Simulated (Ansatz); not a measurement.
The system is FeO.

```xyz
2
Lattice="0.0000 2.1554 2.1554 2.1554 0.0000 2.1554 2.1554 2.1554 0.0000" Properties=species:S:1:pos:R:3 pbc="T T T"
Fe    0.0000    0.0000    0.0000
O     2.1554    2.1554    2.1554
```

Base run:

* Program: Ansatz 0.2.0
* Functional: PBE
* Potentials or basis: Ansatz PAW
* Cutoff: 420 eV (not typed: the program's choice for these potentials)
* k mesh: 11 × 11 × 11
* Occupations: fermi-dirac, width 0.05 eV
* Spin: no spin polarisation

Its results: band gap on the k mesh none (metal or under the smearing width); pressure -25.7 GPa.

Problem. The run is repeated on the same cell with these changes: spin from no spin polarisation to collinear spin, random start. What comes out?

Solution. Band gap on the k mesh none (metal or under the smearing width); pressure -0.2 GPa; net moment -4.00 μB per cell; site moments Fe -3.45; O -0.32 μB.

Caveats: semilocal functionals often make such compounds metallic where correlation or magnetic order opens a gap, which also shifts bond lengths; a cell with one magnetic atom can't hold antiferromagnetic order, which such compounds often take (some runs).
